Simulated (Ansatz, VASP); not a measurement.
# TiO2 in VASP and in Ansatz

File INCAR:

```
PREC = Accurate ; ENCUT = 520
EDIFF = 1E-7 ; ISMEAR = -1
SIGMA = 0.05 ; LREAL = F
LASPH = T ; NELM = 100
ALGO = Normal ; ISIF = 2
LWAVE = F ; LCHARG = F
GGA = PE ; NBANDS = 19
```

KPOINTS

```
Automatic mesh
0
Gamma
  10 10 10
```

The input POSCAR:

```
TiO2
1.0
    1.5072475912      0.8702098024      7.0277811357
   -1.5072475912      0.8702098024      7.0277811357
    0.0000000000     -1.7404196050      7.0277811357
Ti O
1 2
Direct
    0.0000000000      0.0000000000      0.0000000000
    0.3795330000      0.3795330000      0.3795330000
    0.6204670000      0.6204670000      0.6204670000
```

input.yaml

```yaml
crystal:
  lattice:
    - [1.5072475912, 0.8702098024, 7.0277811357]
    - [-1.5072475912, 0.8702098024, 7.0277811357]
    - [0.0, -1.740419605, 7.0277811357]
  atoms:
    - { symbol: Ti, position: [0.0, 0.0, 0.0] }
    - { symbol: O, position: [0.379533, 0.379533, 0.379533] }
    - { symbol: O, position: [0.620467, 0.620467, 0.620467] }
hamiltonian:
  xc: pbe
  pseudopotentials: { kind: paw }
kpoints:
  mp_grid: { grid: [10, 10, 10] }
scf:
  occupations: { method: fermi_dirac, width: 0.05 }
output:
  forces: true
  stress: true
  eigenvalues: true
```

Change from the starting cell: volume scaled by 1.02.

Alike in both runs: task single point; functional PBE; k mesh 10 × 10 × 10; occupations fermi-dirac, width 0.05 eV; no spin polarisation.

|  | VASP | Ansatz |
| --- | --- | --- |
| version | VASP 6.6.1 | Ansatz 0.2.0 |
| potentials or method | VASP PAW PBE potentials, release 64 (Ti_sv, O) | Ansatz PAW |
| plane-wave cutoff (eV) | 520 | 420 |
| valence electrons in the cell | 24 | 24 |

|  | VASP | Ansatz | Ansatz less VASP |
| --- | --- | --- | --- |
| gap on the k mesh at the Fermi level (eV) | 2.61 | 2.63 | +0.025 |
| least direct gap on the mesh (eV) | 2.80 | 2.82 | +0.020 |
| pressure (GPa) | -2.7 | -3.1 | -0.42 |
| largest component of the traceless stress (GPa) | 0.77 | 1.01 | +0.235 |
| rms of the force components (eV/Å) | 0.147 | 0.173 | +0.0265 |

Atom by atom the forces differ by 0.027 eV/Å (rms over components).

Caveats: the pressure holds a Pulay correction of +0.4 GPa for the finite cutoff (Ansatz). A k mesh can miss the band edges.
